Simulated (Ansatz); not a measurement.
The cell below belongs to a search over invented structures; it isn't taken from experiment.

Input and command of a plane-wave DFT calculation in Ansatz:

```yaml
crystal:
  lattice:
    - [1.9298663119, -4.8430248255, 0.0]
    - [1.9298663119, 4.8430248255, 0.0]
    - [0.0, 0.0, 3.1606455552]
  atoms:
    - { symbol: Si, position: [0.1770609295, 0.8229390705, 0.0] }
    - { symbol: Si, position: [0.8229390705, 0.1770609295, 0.0] }
    - { symbol: C, position: [0.0709461016, 0.9290538984, 0.5] }
    - { symbol: C, position: [0.9290538984, 0.0709461016, 0.5] }
basis:
  ecutwfc: 420
kpoints:
  mp_grid: { grid: [14, 14, 14] }
hamiltonian:
  xc: pbe
scf:
  occupations: { method: gaussian, width: 0.1 }
output:
  forces: true
  stress: true
  eigenvalues: true
relax:
  adjacent_minimum: "off"
  f_tol: 0.01
  max_steps: 80
  cell: { stress_tol: 0.05 }
```

```bash
ansatz run input.yaml --threads 1 --pin off --max-ram 2560MiB --backend cpu --events-out ev --progress --plain --runs-dir out
```

Processor: Intel(R) Xeon(R) Processor @ 2.50GHz (Skylake/Cascade Lake), 1 thread, on a host shared with other jobs.

Question: Estimate time, memory and problem size.

Answer: About 3.5 min, peak memory 0.62 GiB. It solves 12 bands at 456 k points (after reduction by symmetry) with about 1157 plane waves (on the last cell), in 18 SCF iterations over 4 ionic steps.
